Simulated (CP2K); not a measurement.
Ca:

```xyz
1
Lattice="3.8798 0.0000 0.0000 -1.2933 3.6579 0.0000 -1.2933 -1.8290 3.1678" Properties=species:S:1:pos:R:3 pbc="T T T"
Ca    0.0000    0.0000    0.0000
```

This isn't the form of Ca at room conditions, which is fcc.

Base run:

| Quantity | Value |
| --- | --- |
| Program | CP2K 2026.2 |
| Functional | PBE |
| Potentials or basis | all electrons (GAPW); pob-DZVP-rev2 basis |
| Density cutoff | 6803 eV |
| k mesh | 8 × 8 × 8 |
| Occupations | fermi-dirac, width 0.05 eV |
| Spin | no spin polarisation |

Its results: band gap on the k mesh none (metal or under the smearing width); pressure -13.3 GPa.

Question: The run is repeated on the same cell with these changes: potentials or basis from all electrons (GAPW); pob-DZVP-rev2 basis to all electrons (GAPW); pob-TZVP-rev2 basis; basis sets from Ca pob-DZVP-rev2 to Ca pob-TZVP-rev2. What comes out?

Answer: Band gap on the k mesh none (metal or under the smearing width); pressure -9.1 GPa.

Caveats: the cell was measured hot, at 740 K; the basis of atomic orbitals isn't converged, which shifts pressures, moduli and gaps.
